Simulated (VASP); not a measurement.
All values below come from PBE GGA, VASP's PBE PAW potentials (set 64) (plane waves; VASP).

The input files of a VASP run:

INCAR:
```
LREAL = F
SYSTEM = BeO
SIGMA = 0.05
LASPH = T   # aspherical one-centre terms
PREC = Accurate
ALGO = Normal   # blocked Davidson
LCHARG = F
NELM = 100
ISIF = 2   # forces and stress, cell fixed
EDIFF = 1E-6
LWAVE = F
ENCUT = 520   # plane-wave cut-off (eV)
GGA = PE   # PBE
ISMEAR = 0
```

POSCAR:
```
BeO
1
    1.3500000000    -2.3382690000     0.0000000000
    1.3500000000     2.3382690000     0.0000000000
    0.0000000000     0.0000000000     4.3800000000
Be O
2 2
Direct
  0.6666670000   0.3333330000   0.5000000000
  0.3333330000   0.6666670000   0.0000000000
  0.6666670000   0.3333330000   0.8780000000
  0.3333330000   0.6666670000   0.3780000000
```

KPOINTS:
```
Automatic mesh
0
Gamma
7 7 4
0 0 0
```

POTCAR, in this order: Be O (PBE.64 set). Program: vasp_std.

The resulting files:

OSZICAR:
```
       N       E                     dE             d eps       ncg     rms          rms(c)
DAV:   1     0.665309943990E+02    0.66531E+02   -0.89660E+03   576   0.128E+03
DAV:   2    -0.275582758051E+02   -0.94089E+02   -0.89395E+02   780   0.291E+02
DAV:   3    -0.306270214687E+02   -0.30687E+01   -0.30579E+01   768   0.559E+01
DAV:   4    -0.306496258180E+02   -0.22604E-01   -0.22595E-01   692   0.544E+00
DAV:   5    -0.306499081417E+02   -0.28232E-03   -0.28231E-03   744   0.519E-01    0.910E+00
DAV:   6    -0.284637810350E+02    0.21861E+01   -0.74732E+00   652   0.248E+01    0.290E+00
DAV:   7    -0.284488224749E+02    0.14959E-01   -0.14601E-01   664   0.390E+00    0.185E+00
DAV:   8    -0.284567191463E+02   -0.78967E-02   -0.41035E-02   624   0.292E+00    0.264E-01
DAV:   9    -0.284556709663E+02    0.10482E-02   -0.28473E-03   740   0.540E-01    0.702E-02
DAV:  10    -0.284559888502E+02   -0.31788E-03   -0.79016E-04   644   0.243E-01    0.492E-02
DAV:  11    -0.284559557501E+02    0.33100E-04   -0.15889E-04   736   0.119E-01    0.398E-03
DAV:  12    -0.284559552274E+02    0.52276E-06   -0.38826E-06   664   0.215E-02
   1 F= -.28455955E+02 E0= -.28455955E+02  d E =-.979708E-17
```

**OUTCAR**
```
------------------------ aborting loop because EDIFF is reached ----------------------------------------
  FORCE on cell =-STRESS in cart. coord.  units (eV):
  Direction    XX          YY          ZZ          XY          YZ          ZX
  --------------------------------------------------------------------------------------
  Total        0.5672967      0.5672969      0.6434338      0.0000000      0.0000000      0.0000000
  in kB       32.8691494     32.8691609     37.2805340      0.0000000      0.0000000      0.0000000
  external PRESSURE =      34.3396148 kB  Pullay stress =       0.0000000 kB
  volume of cell :       27.65
      direct lattice vectors                 reciprocal lattice vectors
     1.350000000 -2.338269000  0.000000000     0.370370370 -0.213833396  0.000000000
     1.350000000  2.338269000  0.000000000     0.370370370  0.213833396  0.000000000
     0.000000000  0.000000000  4.380000000     0.000000000  0.000000000  0.228310502
 POSITION                                       TOTAL-FORCE (eV/Angst)
 -----------------------------------------------------------------------------------
      1.35000     -0.77942      2.19000        -0.000000      0.000000      0.005376
      1.35000      0.77942      0.00000        -0.000000      0.000000      0.005376
      1.35000     -0.77942      3.84564        -0.000000     -0.000000     -0.005376
      1.35000      0.77942      1.65564         0.000000      0.000000     -0.005376
 -----------------------------------------------------------------------------------
    total drift:                               -0.000000      0.001584      0.000691
  FREE ENERGIE OF THE ION-ELECTRON SYSTEM (eV)
  ---------------------------------------------------
  free  energy   TOTEN  =       -28.4559552274 eV

  energy  without entropy=      -28.4559552274  energy(sigma->0) =      -28.45595523
```
(Selected blocks of OUTCAR.)

The compound is BeO in the wurtzite structure. The cell was not relaxed at this level.
